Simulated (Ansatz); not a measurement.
As:

```
As
1.0
     1.88080    1.08588    3.51406
    -1.88080    1.08588    3.51406
     0.00000   -2.17176    3.51406
As
2
Direct
  0.22600 0.22600 0.22600
  0.77400 0.77400 0.77400
```

Base run:

| Quantity | Value |
| --- | --- |
| Program | Ansatz 0.2.0 |
| Functional | LDA |
| Potentials or basis | Ansatz PAW |
| Cutoff | 420 eV (not typed: the program's choice for these potentials) |
| k mesh | 9 × 9 × 9 |
| Occupations | fermi-dirac, width 0.05 eV |
| Spin | no spin polarisation |

Its results: band gap on the k mesh none (metal or under the smearing width); pressure -1.4 GPa; largest force 0.261 eV/Å.

Question: The run is repeated on the same cell with these changes: functional from LDA to PBE. What comes out?

Answer: Band gap on the k mesh none (metal or under the smearing width); pressure 3.7 GPa; largest force 0.429 eV/Å.

PBE binds less tightly than LDA, so the same cell stands under more pressure.

Caveats: the PAW data sets come from PBE, with cores solved anew for the run's functional, which leaves a small shift of forces and pressure (some runs).
